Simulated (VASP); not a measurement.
# Pb in VASP: further runs, part 2 of 2

VASP 6.6.1. Earlier steps stand in the parts before.

### Step 4. Single point, LDA

INCAR reads:

```
PREC = Accurate
ENCUT = 520
EDIFF = 1E-7
ISMEAR = 1
SIGMA = 0.1
LREAL = False
LASPH = True
NELM = 80
ALGO = Fast
ISIF = 2
LWAVE = False
LCHARG = False
LDIPOL = True
IDIPOL = 3
DIPOL = 0.5 0.5 0.500
GGA = CA
LVHAR = True
LVACPOTAV = True
ICORELEVEL = 1
KPAR = 2
```

KPOINTS reads:

```
Automatic mesh
0
Gamma
  12 12 1
```

POSCAR reads:

```
Pb                                      
1.0
    3.4550057600      0.0000000000      0.0000000000
   -1.7275028800      2.9921227600      0.0000000000
    0.0000000000      0.0000000000     26.2840015500
  Pb            
     5
Direct
     0.6666666699999979    0.3333333300000021    0.2927266274274101
     0.3333333300000021    0.6666666699999979    0.3929459748544049
     0.0000000000000000    0.0000000000000000    0.5000000000000000
     0.6666666699999979    0.3333333300000021    0.6070540251455950
     0.3333333300000021    0.6666666699999979    0.7072733725725899
```

Potentials or basis: VASP PAW LDA potentials, release 64 (Pb_d).

On the command line:

```sh
$ cat potpaw_LDA.64/Pb_d/POTCAR > POTCAR
$ mpirun -np 2 vasp_std > vasp.out
```

OUTCAR:

```text
PREC = Accurate
   ENCUT = 520
   EDIFF = 1E-7
   ISMEAR = 1
   LREAL = False
   LASPH = True
   NELM = 80
   ISIF = 2
   GGA = CA

 ion  position               nearest neighbor table
   1  0.667  0.333  0.293-   2 3.30   2 3.30   2 3.30
   2  0.333  0.667  0.393-   1 3.30   1 3.30   1 3.30   3 3.45   3 3.45   3 3.45
   3  0.000  0.000  0.500-   2 3.45   4 3.45   4 3.45   2 3.45   4 3.45   2 3.45
   4  0.667  0.333  0.607-   5 3.30   5 3.30   5 3.30   3 3.45   3 3.45   3 3.45
   5  0.333  0.667  0.707-   4 3.30   4 3.30   4 3.30

  LATTYP: Found a hexagonal cell.
 ALAT       =     3.4550057600
 C/A-ratio  =     7.6075130914

[... 1071 lines left out ...]
  -------------------------------------------------------------------------------------
  Total        0.2815386      0.2815386     -0.0356829      0.0000000     -0.0000000      0.0000000
  in kB        1.6600793      1.6600793     -0.2104023      0.0000000     -0.0000000      0.0000000
  external PRESSURE =       1.0365855 kB  Pullay stress =       0.0000000 kB

 VOLUME and BASIS-vectors are now :
 -----------------------------------------------------------------------------
  energy-cutoff  :      520.00
  volume of cell :      271.72
      direct lattice vectors                 reciprocal lattice vectors
     3.455005760  0.000000000  0.000000000     0.289435118  0.167105443  0.000000000
    -1.727502880  2.992122760  0.000000000     0.000000000  0.334210886  0.000000000
     0.000000000  0.000000000 26.284001550     0.000000000  0.000000000  0.038045957

 POSITION                                       TOTAL-FORCE (eV/Angst)
 -----------------------------------------------------------------------------------
      1.72750      0.99737      7.69403         0.000000      0.000000     -0.002443
     -0.00000      1.99475     10.32819        -0.000000      0.000000     -0.000796
      0.00000      0.00000     13.14200         0.000000      0.000000     -0.000000
      1.72750      0.99737     15.95581        -0.000000     -0.000000      0.000796
     -0.00000      1.99475     18.58997         0.000000      0.000000      0.002443
 -----------------------------------------------------------------------------------
    total drift:                               -0.000000      0.000000      0.000000

  FREE ENERGIE OF THE ION-ELECTRON SYSTEM (eV)
  ---------------------------------------------------
  free  energy   TOTEN  =       -20.6885156941 eV

  energy  without entropy=      -20.6870695593  energy(sigma->0) =      -20.68803365

 vacuum level on the upper side and lower side of the slab         6.099         6.099
```

stdout:

```text
POSCAR found type information on POSCAR Pb
 POSCAR found :  1 types and       5 ions
 scaLAPACK will be used
 LDA part: xc-table for (Slater(with rela. corr.)+CA(PZ))
 , standard interpolation
 POSCAR, INCAR and KPOINTS ok, starting setup
 FFT: planning ... GRIDC
 FFT: planning ... GRID_SOFT
 FFT: planning ... GRID
 WAVECAR not read
 entering main loop
 -----------------------------------------------------------------------------
|                                                                             |
|           W    W    AA    RRRRR   N    N  II  N    N   GGGG   !!!           |
|           W    W   A  A   R    R  NN   N  II  NN   N  G    G  !!!           |
|           W    W  A    A  R    R  N N  N  II  N N  N  G       !!!           |
|           W WW W  AAAAAA  RRRRR   N  N N  II  N  N N  G  GGG   !            |
|           WW  WW  A    A  R   R   N   NN  II  N   NN  G    G                |
|           W    W  A    A  R    R  N    N  II  N    N   GGGG   !!!           |
|                                                                             |
|     Did not find any points to average over, which means that no vacuum     |
|     field-free region was found. Please increase the size of  your cell     |
|     in the dimension of the dipole correction to obtain accurate            |
|     workfunction values.                                                    |
|                                                                             |
 -----------------------------------------------------------------------------
```

Run time: 2 min. Hardware: 2 MPI ranks of AMD EPYC 9R45 (Zen 5), shared host; peak memory 0.36 GiB.

Results:

```yaml
Free_energy: -20.6885 eV
Band_gap_on_the_k_mesh: none (metal or under the smearing width)
Work_function_of_the_upper_face: 3.77 eV
Work_function_of_the_lower_face: 3.77 eV
```

Forces on the atoms (eV/Å):
```
Pb   0.000  0.000 -0.002
Pb   0.000  0.000 -0.001
Pb   0.000  0.000  0.000
Pb   0.000  0.000  0.001
Pb   0.000  0.000  0.002
```

Core levels (eV, on the scale of the bands):
| atom | levels |
| --- | --- |
| 1 Pb | 1s -87448.9, 2s -15650.0, 2p -13443.5, 3s -3754.0, 3p -3120.3, 3d -2472.6, 4s -844.1, 4p -636.0, 4d -394.7, 4f -127.1, 5s -137.0, 5p -79.0 |
| 2 Pb | 1s -87448.8, 2s -15649.9, 2p -13443.5, 3s -3754.0, 3p -3120.3, 3d -2472.5, 4s -844.0, 4p -635.9, 4d -394.6, 4f -127.0, 5s -136.9, 5p -78.9 |
| 3 Pb | 1s -87448.9, 2s -15650.0, 2p -13443.6, 3s -3754.1, 3p -3120.4, 3d -2472.6, 4s -844.1, 4p -636.0, 4d -394.7, 4f -127.1, 5s -137.0, 5p -79.1 |
| 4 Pb | 1s -87448.8, 2s -15649.9, 2p -13443.5, 3s -3754.0, 3p -3120.3, 3d -2472.5, 4s -844.0, 4p -635.9, 4d -394.6, 4f -127.0, 5s -136.9, 5p -78.9 |
| 5 Pb | 1s -87448.9, 2s -15650.0, 2p -13443.5, 3s -3754.0, 3p -3120.3, 3d -2472.6, 4s -844.1, 4p -636.0, 4d -394.7, 4f -127.1, 5s -137.0, 5p -79.0 |
